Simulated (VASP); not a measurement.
# Tc (P6_3/mmc) in VASP: a series of runs, part 5 of 7

VASP 6.6.1. Earlier steps stand in the parts before.

**63. Equation of state, PBE, 14.73 Å³/atom**

File INCAR:

```
SYSTEM = Tc
ADDGRID  = .FALSE.      
ALGO     = Normal         ! electronic algorithm
EDIFF    = 1E-6           ! SCF threshold, eV
ENCUT    = 250            ! plane-wave cutoff, eV
GGA      = PE             ! functional
ISIF     = 2              ! what is computed and relaxed
ISMEAR   = 0              ! smearing method
LASPH    = .TRUE.         ! aspherical terms in the spheres
LCHARG   = .FALSE.        ! write CHGCAR
LREAL    = .FALSE.        ! projectors in reciprocal space
LWAVE    = .FALSE.        ! write WAVECAR
NELM     = 100            ! most SCF steps
PREC     = Accurate       ! precision mode
SIGMA    = 0.1            ! smearing width, eV
```

File KPOINTS:

```
k-points
0
G
  7 7 4
  0 0 0
```

File POSCAR:

```
Tc
1.0
    2.7671304773      0.0000000000      0.0000000000
   -1.3835652386      2.3964052890      0.0000000000
    0.0000000000      0.0000000000      4.4415473866
Tc
2
Direct
    0.6666666667      0.3333333333      0.7500000000
    0.3333333333      0.6666666667      0.2500000000
```

Potentials or basis: VASP PAW PBE potentials, release 64 (Tc_pv).

Started as:

```console
$ cat potpaw_PBE.64/Tc_pv/POTCAR > POTCAR
$ mpirun -np 1 vasp_std > vasp.out
```

It took 6.7 s on 1 thread of AMD EPYC 7R43 (Zen 3), shared host; peak memory 0.07 GiB.

The run converged, but a check on its numbers failed (symmetry, net force, bounds or a known fault of this set-up), so they aren't taken as properties of the crystal.

Caveat: the k mesh is coarse (spacing up to 0.37 Å⁻¹), so the values aren't converged; the cutoff lies under the usual one of these potentials, so the numbers hold a large basis-set error.

**64. Equation of state, PBE, 13.87 Å³/atom**

INCAR, as its differences from that of step 63:

```diff
@@ -4,3 +4,3 @@
 EDIFF    = 1E-6           ! SCF threshold, eV
-ENCUT    = 250            ! plane-wave cutoff, eV
+ENCUT    = 700            ! plane-wave cutoff, eV
 GGA      = PE             ! functional
```

File KPOINTS:

```
k-points
0
G
  4 4 3
  0 0 0
```

File POSCAR:

```
Tc
1.0
    2.7123213399      0.0000000000      0.0000000000
   -1.3561606700      2.3489391836      0.0000000000
    0.0000000000      0.0000000000      4.3535727201
Tc
2
Direct
    0.6666666667      0.3333333333      0.7500000000
    0.3333333333      0.6666666667      0.2500000000
```

Started as:

```console
$ cat potpaw_PBE.64/Tc_pv/POTCAR > POTCAR
$ mpirun -np 1 vasp_std > vasp.out
```

It took 9.9 s on 1 thread of AMD EPYC 7R43 (Zen 3), shared host; peak memory 0.12 GiB.

The run converged, but some of its settings lie outside the range that counts as converged, so its numbers aren't taken as properties of the crystal.

Results:

```
Free energy            : -20.7178 eV
Pressure               : 14.5 GPa
Band gap on the k mesh : none (metal or under the smearing width)
```

Caveat: the k mesh is coarse (spacing up to 0.67 Å⁻¹), so the values aren't converged.

**65. Equation of state, PBE, 14.73 Å³/atom**

INCAR is that of step 64.

KPOINTS is that of step 64.

File POSCAR:

```
Tc
1.0
    2.7671304773      0.0000000000      0.0000000000
   -1.3835652386      2.3964052890      0.0000000000
    0.0000000000      0.0000000000      4.4415473866
Tc
2
Direct
    0.6666666667      0.3333333333      0.7500000000
    0.3333333333      0.6666666667      0.2500000000
```

Started as:

```console
$ cat potpaw_PBE.64/Tc_pv/POTCAR > POTCAR
$ mpirun -np 1 vasp_std > vasp.out
```

It took 10 s on 1 thread of AMD EPYC 7R43 (Zen 3), shared host; peak memory 0.12 GiB.

These settings aren't checked as converged: the numbers below hold their error.

What came out:

| Property | Result |
| --- | --- |
| Free energy | -20.7636 eV |
| Pressure | -5.2 GPa |
| Band gap on the k mesh | none (metal or under the smearing width) |

Caveat: the k mesh is coarse (spacing up to 0.66 Å⁻¹), so the values aren't converged.

**66. Equation of state, PBE, 13.87 Å³/atom**

INCAR, as its differences from that of step 65:

```diff
@@ -4,3 +4,3 @@
 EDIFF    = 1E-6           ! SCF threshold, eV
-ENCUT    = 700            ! plane-wave cutoff, eV
+ENCUT    = 550            ! plane-wave cutoff, eV
 GGA      = PE             ! functional
```

File KPOINTS:

```
k-points
0
G
  5 5 3
  0 0 0
```

File POSCAR:

```
Tc
1.0
    2.7123213399      0.0000000000      0.0000000000
   -1.3561606700      2.3489391836      0.0000000000
    0.0000000000      0.0000000000      4.3535727201
Tc
2
Direct
    0.6666666667      0.3333333333      0.7500000000
    0.3333333333      0.6666666667      0.2500000000
```

Potentials or basis: VASP PAW PBE potentials, release 64 (Tc_pv).

Started as:

```console
$ cat potpaw_PBE.64/Tc_pv/POTCAR > POTCAR
$ mpirun -np 1 vasp_std > vasp.out
```

It took 11 s on 1 thread of AMD EPYC 7R43 (Zen 3), shared host; peak memory 0.12 GiB.

The run converged, but some of its settings lie outside the range that counts as converged, so its numbers aren't taken as properties of the crystal.

What came out:

```
Free energy            : -20.7947 eV
Pressure               : 11.4 GPa
Band gap on the k mesh : none (metal or under the smearing width)
```

Caveat: the k mesh is coarse (spacing up to 0.53 Å⁻¹), so the values aren't converged.

**67. Equation of state, PBE, 14.73 Å³/atom**

INCAR is that of step 66.

KPOINTS is that of step 66.

File POSCAR:

```
Tc
1.0
    2.7671304773      0.0000000000      0.0000000000
   -1.3835652386      2.3964052890      0.0000000000
    0.0000000000      0.0000000000      4.4415473866
Tc
2
Direct
    0.6666666667      0.3333333333      0.7500000000
    0.3333333333      0.6666666667      0.2500000000
```

Started as:

```console
$ cat potpaw_PBE.64/Tc_pv/POTCAR > POTCAR
$ mpirun -np 1 vasp_std > vasp.out
```

Run time: 11 s. Hardware: 1 thread of AMD EPYC 7R43 (Zen 3), shared host; peak memory 0.12 GiB.

The run converged, but some of its settings lie outside the range that counts as converged, so its numbers aren't taken as properties of the crystal.

What came out:

- Free energy: -20.8126 eV
- Pressure: -7.3 GPa
- Band gap on the k mesh: none (metal or under the smearing width)

Caveat: the k mesh is coarse (spacing up to 0.52 Å⁻¹), so the values aren't converged.

**68. Equation of state, PBE, 13.87 Å³/atom**

INCAR, as its differences from that of step 67:

```diff
@@ -4,3 +4,3 @@
 EDIFF    = 1E-6           ! SCF threshold, eV
-ENCUT    = 550            ! plane-wave cutoff, eV
+ENCUT    = 350            ! plane-wave cutoff, eV
 GGA      = PE             ! functional
```

File KPOINTS:

```
k-points
0
G
  7 7 4
  0 0 0
```

File POSCAR:

```
Tc
1.0
    2.7123213399      0.0000000000      0.0000000000
   -1.3561606700      2.3489391836      0.0000000000
    0.0000000000      0.0000000000      4.3535727201
Tc
2
Direct
    0.6666666667      0.3333333333      0.7500000000
    0.3333333333      0.6666666667      0.2500000000
```

Started as:

```console
$ cat potpaw_PBE.64/Tc_pv/POTCAR > POTCAR
$ mpirun -np 1 vasp_std > vasp.out
```

Run time: 8.5 s. Hardware: 1 thread of AMD EPYC 7R43 (Zen 3), shared host; peak memory 0.09 GiB.

The run converged, but some of its settings lie outside the range that counts as converged, so its numbers aren't taken as properties of the crystal.

What came out:

```
Free energy            : -20.6703 eV
Pressure               : 11.6 GPa
Band gap on the k mesh : none (metal or under the smearing width)
```

Caveat: the k mesh is coarse (spacing up to 0.38 Å⁻¹), so the values aren't converged.

**69. Equation of state, PBE, 14.73 Å³/atom**

INCAR is that of step 68.

KPOINTS is that of step 68.

File POSCAR:

```
Tc
1.0
    2.7671304773      0.0000000000      0.0000000000
   -1.3835652386      2.3964052890      0.0000000000
    0.0000000000      0.0000000000      4.4415473866
Tc
2
Direct
    0.6666666667      0.3333333333      0.7500000000
    0.3333333333      0.6666666667      0.2500000000
```

Potentials or basis: VASP PAW PBE potentials, release 64 (Tc_pv).

Started as:

```console
$ cat potpaw_PBE.64/Tc_pv/POTCAR > POTCAR
$ mpirun -np 1 vasp_std > vasp.out
```

It took 12 s on 1 thread of AMD EPYC 7R43 (Zen 3), shared host; peak memory 0.08 GiB.

These settings aren't checked as converged: the numbers below hold their error.

Results:

- Free energy: -20.7014 eV
- Pressure: -7.0 GPa
- Band gap on the k mesh: none (metal or under the smearing width)

Caveat: the k mesh is coarse (spacing up to 0.37 Å⁻¹), so the values aren't converged.

**70. Equation of state, PBE, 13.87 Å³/atom**

INCAR, as its differences from that of step 69:

```diff
@@ -4,3 +4,3 @@
 EDIFF    = 1E-6           ! SCF threshold, eV
-ENCUT    = 350            ! plane-wave cutoff, eV
+ENCUT    = 700            ! plane-wave cutoff, eV
 GGA      = PE             ! functional
```

File KPOINTS:

```
k-points
0
G
  5 5 3
  0 0 0
```

File POSCAR:

```
Tc
1.0
    2.7123213399      0.0000000000      0.0000000000
   -1.3561606700      2.3489391836      0.0000000000
    0.0000000000      0.0000000000      4.3535727201
Tc
2
Direct
    0.6666666667      0.3333333333      0.7500000000
    0.3333333333      0.6666666667      0.2500000000
```

Started as:

```console
$ cat potpaw_PBE.64/Tc_pv/POTCAR > POTCAR
$ mpirun -np 1 vasp_std > vasp.out
```

Wall time 9.1 s (1 thread of AMD EPYC 7R43 (Zen 3), shared host); peak memory 0.12 GiB.

The run converged, but some of its settings lie outside the range that counts as converged, so its numbers aren't taken as properties of the crystal.

Results:

```yaml
Free_energy: -20.7948 eV
Pressure: 11.4 GPa
Band_gap_on_the_k_mesh: none (metal or under the smearing width)
```

Caveat: the k mesh is coarse (spacing up to 0.53 Å⁻¹), so the values aren't converged.

**71. Equation of state, PBE, 14.73 Å³/atom**

INCAR is that of step 70.

KPOINTS is that of step 70.

File POSCAR:

```
Tc
1.0
    2.7671304773      0.0000000000      0.0000000000
   -1.3835652386      2.3964052890      0.0000000000
    0.0000000000      0.0000000000      4.4415473866
Tc
2
Direct
    0.6666666667      0.3333333333      0.7500000000
    0.3333333333      0.6666666667      0.2500000000
```

Started as:

```console
$ cat potpaw_PBE.64/Tc_pv/POTCAR > POTCAR
$ mpirun -np 1 vasp_std > vasp.out
```

Run time: 13 s. Hardware: 1 thread of AMD EPYC 7R43 (Zen 3), shared host; peak memory 0.12 GiB.

The run converged, but some of its settings lie outside the range that counts as converged, so its numbers aren't taken as properties of the crystal.

What came out:

```
Free energy            : -20.8123 eV
Pressure               : -7.4 GPa
Band gap on the k mesh : none (metal or under the smearing width)
```

Caveat: the k mesh is coarse (spacing up to 0.52 Å⁻¹), so the values aren't converged.

**72. Equation of state, PBE, 13.87 Å³/atom**

INCAR, as its differences from that of step 71:

```diff
@@ -4,3 +4,3 @@
 EDIFF    = 1E-6           ! SCF threshold, eV
-ENCUT    = 700            ! plane-wave cutoff, eV
+ENCUT    = 400            ! plane-wave cutoff, eV
 GGA      = PE             ! functional
```

File KPOINTS:

```
k-points
0
G
  7 7 4
  0 0 0
```

File POSCAR:

```
Tc
1.0
    2.7123213399      0.0000000000      0.0000000000
   -1.3561606700      2.3489391836      0.0000000000
    0.0000000000      0.0000000000      4.3535727201
Tc
2
Direct
    0.6666666667      0.3333333333      0.7500000000
    0.3333333333      0.6666666667      0.2500000000
```

Potentials or basis: VASP PAW PBE potentials, release 64 (Tc_pv).

Started as:

```console
$ cat potpaw_PBE.64/Tc_pv/POTCAR > POTCAR
$ mpirun -np 1 vasp_std > vasp.out
```

Wall time 11 s (1 thread of AMD EPYC 7R43 (Zen 3), shared host); peak memory 0.08 GiB.

These settings aren't checked as converged: the numbers below hold their error.

Results:

```
Free energy            : -20.6655 eV
Pressure               : 11.3 GPa
Band gap on the k mesh : none (metal or under the smearing width)
```

Caveat: the k mesh is coarse (spacing up to 0.38 Å⁻¹), so the values aren't converged.

**73. Equation of state, PBE, 14.73 Å³/atom**

INCAR is that of step 72.

KPOINTS is that of step 72.

File POSCAR:

```
Tc
1.0
    2.7671304773      0.0000000000      0.0000000000
   -1.3835652386      2.3964052890      0.0000000000
    0.0000000000      0.0000000000      4.4415473866
Tc
2
Direct
    0.6666666667      0.3333333333      0.7500000000
    0.3333333333      0.6666666667      0.2500000000
```

Started as:

```console
$ cat potpaw_PBE.64/Tc_pv/POTCAR > POTCAR
$ mpirun -np 1 vasp_std > vasp.out
```

Run time: 11 s. Hardware: 1 thread of AMD EPYC 7R43 (Zen 3), shared host; peak memory 0.09 GiB.

The run converged, but some of its settings lie outside the range that counts as converged, so its numbers aren't taken as properties of the crystal.

Results:

| Item | Value |
| --- | --- |
| Free energy | -20.6960 eV |
| Pressure | -7.3 GPa |
| Band gap on the k mesh | none (metal or under the smearing width) |

Caveat: the k mesh is coarse (spacing up to 0.37 Å⁻¹), so the values aren't converged.

**74. Equation of state, PBE, 13.87 Å³/atom**

INCAR, as its differences from that of step 73:

```diff
@@ -4,3 +4,3 @@
 EDIFF    = 1E-6           ! SCF threshold, eV
-ENCUT    = 400            ! plane-wave cutoff, eV
+ENCUT    = 450            ! plane-wave cutoff, eV
 GGA      = PE             ! functional
```

KPOINTS is that of step 73.

File POSCAR:

```
Tc
1.0
    2.7123213399      0.0000000000      0.0000000000
   -1.3561606700      2.3489391836      0.0000000000
    0.0000000000      0.0000000000      4.3535727201
Tc
2
Direct
    0.6666666667      0.3333333333      0.7500000000
    0.3333333333      0.6666666667      0.2500000000
```

Started as:

```console
$ cat potpaw_PBE.64/Tc_pv/POTCAR > POTCAR
$ mpirun -np 1 vasp_std > vasp.out
```

Wall time 12 s (1 thread of AMD EPYC 7R43 (Zen 3), shared host); peak memory 0.1 GiB.

These settings aren't checked as converged: the numbers below hold their error.

Results:

- Free energy: -20.6644 eV
- Pressure: 11.8 GPa
- Band gap on the k mesh: none (metal or under the smearing width)

Caveat: the k mesh is coarse (spacing up to 0.38 Å⁻¹), so the values aren't converged.

**75. Equation of state, PBE, 14.73 Å³/atom**

INCAR is that of step 74.

KPOINTS is that of step 74.

File POSCAR:

```
Tc
1.0
    2.7671304773      0.0000000000      0.0000000000
   -1.3835652386      2.3964052890      0.0000000000
    0.0000000000      0.0000000000      4.4415473866
Tc
2
Direct
    0.6666666667      0.3333333333      0.7500000000
    0.3333333333      0.6666666667      0.2500000000
```

Potentials or basis: VASP PAW PBE potentials, release 64 (Tc_pv).

Started as:

```console
$ cat potpaw_PBE.64/Tc_pv/POTCAR > POTCAR
$ mpirun -np 1 vasp_std > vasp.out
```

It took 11 s on 1 thread of AMD EPYC 7R43 (Zen 3), shared host; peak memory 0.1 GiB.

These settings aren't checked as converged: the numbers below hold their error.

Results:

| Property | Result |
| --- | --- |
| Free energy | -20.6945 eV |
| Pressure | -6.9 GPa |
| Band gap on the k mesh | none (metal or under the smearing width) |

Caveat: the k mesh is coarse (spacing up to 0.37 Å⁻¹), so the values aren't converged.

**76. Equation of state, PBE, 13.87 Å³/atom**

INCAR, as its differences from that of step 75:

```diff
@@ -4,3 +4,3 @@
 EDIFF    = 1E-6           ! SCF threshold, eV
-ENCUT    = 450            ! plane-wave cutoff, eV
+ENCUT    = 900            ! plane-wave cutoff, eV
 GGA      = PE             ! functional
```

File KPOINTS:

```
k-points
0
G
  5 5 3
  0 0 0
```

File POSCAR:

```
Tc
1.0
    2.7123213399      0.0000000000      0.0000000000
   -1.3561606700      2.3489391836      0.0000000000
    0.0000000000      0.0000000000      4.3535727201
Tc
2
Direct
    0.6666666667      0.3333333333      0.7500000000
    0.3333333333      0.6666666667      0.2500000000
```

Started as:

```console
$ cat potpaw_PBE.64/Tc_pv/POTCAR > POTCAR
$ mpirun -np 1 vasp_std > vasp.out
```

Run time: 16 s. Hardware: 1 thread of AMD EPYC 7R43 (Zen 3), shared host; peak memory 0.15 GiB.

The run converged, but some of its settings lie outside the range that counts as converged, so its numbers aren't taken as properties of the crystal.

Results:

```
Free energy            : -20.7928 eV
Pressure               : 11.4 GPa
Band gap on the k mesh : none (metal or under the smearing width)
```

Caveat: the k mesh is coarse (spacing up to 0.53 Å⁻¹), so the values aren't converged.

**77. Equation of state, PBE, 14.73 Å³/atom**

INCAR is that of step 76.

KPOINTS is that of step 76.

File POSCAR:

```
Tc
1.0
    2.7671304773      0.0000000000      0.0000000000
   -1.3835652386      2.3964052890      0.0000000000
    0.0000000000      0.0000000000      4.4415473866
Tc
2
Direct
    0.6666666667      0.3333333333      0.7500000000
    0.3333333333      0.6666666667      0.2500000000
```

Started as:

```console
$ cat potpaw_PBE.64/Tc_pv/POTCAR > POTCAR
$ mpirun -np 1 vasp_std > vasp.out
```

Run time: 14 s. Hardware: 1 thread of AMD EPYC 7R43 (Zen 3), shared host; peak memory 0.15 GiB.

These settings aren't checked as converged: the numbers below hold their error.

Results:

* Free energy: -20.8104 eV
* Pressure: -7.3 GPa
* Band gap on the k mesh: none (metal or under the smearing width)

Caveat: the k mesh is coarse (spacing up to 0.52 Å⁻¹), so the values aren't converged.

**78. Equation of state, PBE, 13.87 Å³/atom**

INCAR, as its differences from that of step 77:

```diff
@@ -4,3 +4,3 @@
 EDIFF    = 1E-6           ! SCF threshold, eV
-ENCUT    = 900            ! plane-wave cutoff, eV
+ENCUT    = 550            ! plane-wave cutoff, eV
 GGA      = PE             ! functional
```

File KPOINTS:

```
k-points
0
G
  7 7 4
  0 0 0
```

File POSCAR:

```
Tc
1.0
    2.7123213399      0.0000000000      0.0000000000
   -1.3561606700      2.3489391836      0.0000000000
    0.0000000000      0.0000000000      4.3535727201
Tc
2
Direct
    0.6666666667      0.3333333333      0.7500000000
    0.3333333333      0.6666666667      0.2500000000
```

Potentials or basis: VASP PAW PBE potentials, release 64 (Tc_pv).

Started as:

```console
$ cat potpaw_PBE.64/Tc_pv/POTCAR > POTCAR
$ mpirun -np 1 vasp_std > vasp.out
```

Run time: 18 s. Hardware: 1 thread of AMD EPYC 7R43 (Zen 3), shared host; peak memory 0.11 GiB.

The run converged, but some of its settings lie outside the range that counts as converged, so its numbers aren't taken as properties of the crystal.

What came out:

```
Free energy            : -20.6654 eV
Pressure               : 12.6 GPa
Band gap on the k mesh : none (metal or under the smearing width)
```

Caveat: the k mesh is coarse (spacing up to 0.38 Å⁻¹), so the values aren't converged.

**79. Equation of state, PBE, 14.73 Å³/atom**

INCAR is that of step 78.

KPOINTS is that of step 78.

File POSCAR:

```
Tc
1.0
    2.7671304773      0.0000000000      0.0000000000
   -1.3835652386      2.3964052890      0.0000000000
    0.0000000000      0.0000000000      4.4415473866
Tc
2
Direct
    0.6666666667      0.3333333333      0.7500000000
    0.3333333333      0.6666666667      0.2500000000
```

Started as:

```console
$ cat potpaw_PBE.64/Tc_pv/POTCAR > POTCAR
$ mpirun -np 1 vasp_std > vasp.out
```

Run time: 17 s. Hardware: 1 thread of AMD EPYC 7R43 (Zen 3), shared host; peak memory 0.12 GiB.

These settings aren't checked as converged: the numbers below hold their error.

What came out:

```yaml
Free_energy: -20.6954 eV
Pressure: -6.1 GPa
Band_gap_on_the_k_mesh: none (metal or under the smearing width)
```

Caveat: the k mesh is coarse (spacing up to 0.37 Å⁻¹), so the values aren't converged.

**80. Equation of state, PBE, 13.87 Å³/atom**

INCAR, as its differences from that of step 79:

```diff
@@ -4,3 +4,3 @@
 EDIFF    = 1E-6           ! SCF threshold, eV
-ENCUT    = 550            ! plane-wave cutoff, eV
+ENCUT    = 250            ! plane-wave cutoff, eV
 GGA      = PE             ! functional
```

File KPOINTS:

```
k-points
0
G
  12 12 6
  0 0 0
```

File POSCAR:

```
Tc
1.0
    2.7123213399      0.0000000000      0.0000000000
   -1.3561606700      2.3489391836      0.0000000000
    0.0000000000      0.0000000000      4.3535727201
Tc
2
Direct
    0.6666666667      0.3333333333      0.7500000000
    0.3333333333      0.6666666667      0.2500000000
```

Started as:

```console
$ cat potpaw_PBE.64/Tc_pv/POTCAR > POTCAR
$ mpirun -np 1 vasp_std > vasp.out
```

Wall time 17 s (1 thread of AMD EPYC 7R43 (Zen 3), shared host); peak memory 0.08 GiB.

The run converged, but a check on its numbers failed (symmetry, net force, bounds or a known fault of this set-up), so they aren't taken as properties of the crystal.

Caveat: the cutoff lies under the usual one of these potentials, so the numbers hold a large basis-set error.

**81. Equation of state, PBE, 14.73 Å³/atom**

INCAR is that of step 80.

KPOINTS is that of step 80.

File POSCAR:

```
Tc
1.0
    2.7671304773      0.0000000000      0.0000000000
   -1.3835652386      2.3964052890      0.0000000000
    0.0000000000      0.0000000000      4.4415473866
Tc
2
Direct
    0.6666666667      0.3333333333      0.7500000000
    0.3333333333      0.6666666667      0.2500000000
```

Potentials or basis: VASP PAW PBE potentials, release 64 (Tc_pv).

Started as:

```console
$ cat potpaw_PBE.64/Tc_pv/POTCAR > POTCAR
$ mpirun -np 1 vasp_std > vasp.out
```

Wall time 17 s (1 thread of AMD EPYC 7R43 (Zen 3), shared host); peak memory 0.08 GiB.

The run converged, but a check on its numbers failed (symmetry, net force, bounds or a known fault of this set-up), so they aren't taken as properties of the crystal.

Caveat: the cutoff lies under the usual one of these potentials, so the numbers hold a large basis-set error.

(Continued in part 6 of 7.)
